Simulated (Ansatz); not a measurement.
Y, DFT, LDA, all-electron LAPW, scalar-relativistic (Ansatz 0.2.0), run on 1 thread of Arm Neoverse V2 on a shared host.

The cell is COD entry 1534898, as deposited and not checked against the literature; nothing was relaxed.

Command: `ansatz run input.yaml --threads 1 --pin off --max-ram 2048MiB --backend cpu --events-out ev --progress --plain --runs-dir out`

```yaml
crystal:
  lattice:
    - [0.0, 2.485, 2.485]
    - [2.485, 0.0, 2.485]
    - [2.485, 2.485, 0.0]
  atoms:
    - { symbol: "Y", position: [0.0, 0.0, 0.0] }
kpoints:
  mp_grid: { grid: [13, 13, 13] }
  band_path:
    path:
      - [0.0, 0.0, 0.0]
      - [0.5, 0.0, 0.5]
      - [0.625, 0.25, 0.625]
      - [0.375, 0.375, 0.75]
      - [0.0, 0.0, 0.0]
      - [0.5, 0.5, 0.5]
      - [0.5, 0.25, 0.75]
      - [0.5, 0.0, 0.5]
    npoints: 5
scf:
  occupations: { method: fermi_dirac, width: 0.05 }
hamiltonian:
  xc: lda
  pseudopotentials: { kind: all_electron, lapw: { basis_error: 0.001 } }
output:
  forces: true
  stress: true
  eigenvalues: true
```

Question: How large is the problem that the program sets up?

Answer: 84 irreducible k-points, 113 plane waves at Γ, 15 bands.

Question: About how long does it take, and how much memory does it use?

Answer: 4.2 s of wall time for 7 SCF iterations, with a peak of 0.24 GiB. Times on shared machines scatter by tens of per cent.
